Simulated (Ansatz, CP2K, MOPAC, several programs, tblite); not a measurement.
Many methods on one cell: SnSe2 (rutile)

SnSe2 (rutile), relaxed with r2SCAN in Ansatz, was computed with several methods. The symmetry is P4_2/mnm (No. 136, tetragonal); a = 6.502 Å, c = 3.954 Å in the conventional setting, 27.87 Å³ an atom. Sn has 6 Se at 2.66–2.83 Å; Se has 3 Sn at 2.66–2.83 Å. Simulation only: spin-unpolarised, and no claim that this is the phase found in nature.

Space group P4_2/mnm (No. 136). a = 6.502 Å, b = 6.502 Å, c = 3.954 Å, α = 90.00°, β = 90.00°, γ = 90.00°
```json
{"atom": "Sn", "site": "2a", "symmetry": "m.mm", "x": "0.0000", "y": "0.0000", "z": "0.0000"}
{"atom": "Se", "site": "4f", "symmetry": "m.2m", "x": "0.3073", "y": "0.3073", "z": "0.0000"}
```

Gaps and times are for a single point on this cell; volume and bulk modulus come from each method's own relaxation or energy curve at fixed shape, which is too stiff where a cell has free coordinates or axes. Times are rough, from shared hosts (Arm Neoverse V2), and each method has its own mesh and cell size. A double dagger marks a value from a curve with shape and coordinates held. A star marks a curve whose lowest point is an end point. PM6 (MOPAC), PM7 (MOPAC), GFN1-xTB (tblite) treat a cluster of cells at its zone centre, which samples few k points: where these miss a band edge, the gap comes out too large for that reason alone. Gaps from k meshes are read at a limited set of points (mesh, symmetry points, PBE's band edges), so each method's own least gap may be somewhat smaller. xTB and the PM methods were fitted mostly to molecules, and can miss a solid's gap by electronvolts. Minimal bases can be far off for gaps. d marks a direct gap, i an indirect one (no mark: not told apart), a dash a value that wasn't computed or didn't pass its checks.

```csv
method,kind,gap (eV),own volume (Å³/atom),bulk modulus (GPa),atoms computed,processor time
PM7 (MOPAC),semi-empirical,3.82,–,–,72,2.6 s
"light PBE (260 eV, its own mesh)",light plane-wave,overlap 0.12,–,–,6,2.8 s
GFN1-xTB (tblite),tight binding,0.07,24.70*‡,–,72,2.9 s
PM6 (MOPAC),semi-empirical,2.36,–,–,72,4.4 s
PBE/SZV (CP2K),small basis,overlap 0.05,–,–,6,5.8 s
PBE/DZVP (CP2K),small basis,overlap 0.11,29.66‡,48‡,6,15 s
PBE,semilocal,overlap 0.14,28.93,50‡,6,16 s
r2SCAN,semilocal,overlap 0.04,27.87,60‡,6,31 s
```

Volumes against r2SCAN's: PBE +3.8 %.

Runs without a result: GFN2-xTB (tblite) (single point).

With PBE and r2SCAN the bands overlap or touch, or nearly. Semilocal functionals can close a real gap, so this doesn't show a metal; small gaps of other methods may in turn close between the points read or with spin-orbit coupling, and the solid may be a semimetal.

Spin-orbit coupling is left out, which matters wherever the heavy atoms make up the band edges.
